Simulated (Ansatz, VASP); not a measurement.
**TaN in VASP and in Ansatz**

Contents of INCAR:

```
ALGO     = Normal         # electronic algorithm
EDIFF    = 1E-7           # SCF threshold, eV
ENCUT    = 520            # plane-wave cutoff, eV
GGA      = PE             # functional
ISIF     = 2              # what is computed and relaxed
ISMEAR   = -1             # smearing method
LASPH    = True           # aspherical terms in the spheres
LCHARG   = False          # write CHGCAR
LREAL    = False          # projectors in reciprocal space
LWAVE    = False          # write WAVECAR
NBANDS   = 15             # bands
NELM     = 80             # most SCF steps
PREC     = Accurate       # precision mode
SIGMA    = 0.02           # smearing width, eV
```

The input KPOINTS:

```
k-points
0
Gamma
  9 9 9
```

File POSCAR:

```
TaN
1.0
   -0.0653700000      2.1463150000      2.1463150000
    2.1463150000     -0.0653700000      2.1463150000
    2.1463150000      2.1463150000     -0.0653700000
Ta N
1 1
Direct
    0.5000000000      0.5000000000      0.5000000000
    0.0000000000      0.0000000000      0.0000000000
```

Input for Ansatz:

```yaml
crystal:
  lattice:
    - [-0.06537, 2.146315, 2.146315]
    - [2.146315, -0.06537, 2.146315]
    - [2.146315, 2.146315, -0.06537]
  atoms:
    - { symbol: Ta, position: [0.5, 0.5, 0.5] }
    - { symbol: "N", position: [0.0, 0.0, 0.0] }
kpoints:
  mp_grid: { grid: [9, 9, 9] }
  band_path:
    path:
      - [0.0, 0.0, 0.0]
      - [0.5, 0.5, 0.5]
      - [0.2579113083, 0.5, 0.7420886917]
      - [-0.2579113083, 0.2579113083, 0.5]
      - [0.0, 0.0, 0.5]
      - [0.0, 0.0, 0.0]
      - [-0.3789556542, 0.0, 0.3789556542]
      - [0.0, 0.3789556542, 0.6210443458]
      - [0.0, 0.5, 0.5]
    npoints: 5
scf:
  occupations: { method: fermi_dirac, width: 0.02 }
hamiltonian:
  xc: pbe
  pseudopotentials: { kind: all_electron, lapw: { basis_error: 0.0005 } }
output:
  forces: true
  stress: true
  eigenvalues: true
```

Change from the starting cell: equal xy, yz and zx shear strains of -3 %.

Alike in both runs: task single point; functional PBE; k mesh 9 × 9 × 9; occupations fermi-dirac, width 0.02 eV; no spin polarisation.

```csv
,VASP,Ansatz
version,VASP 6.6.1,Ansatz 0.2.0
potentials or method,"VASP PAW PBE potentials, release 64 (Ta_pv, N)","all-electron LAPW, scalar-relativistic"
plane-wave cutoff (eV),520,see its input
```

```csv
,VASP,Ansatz,Ansatz less VASP
pressure (GPa),15.8,14.9,-0.92
largest component of the traceless stress (GPa),2.10,2.13,+0.032
```

Ansatz ran all-electron here, so the differences hold the error of VASP's frozen core and of both bases.

Caveats: so large a pressure means that the cell lies far from this level's equilibrium, or that cutoff or potentials fall short (VASP). Spin-orbit coupling is left out, which matters for the levels of Ta.
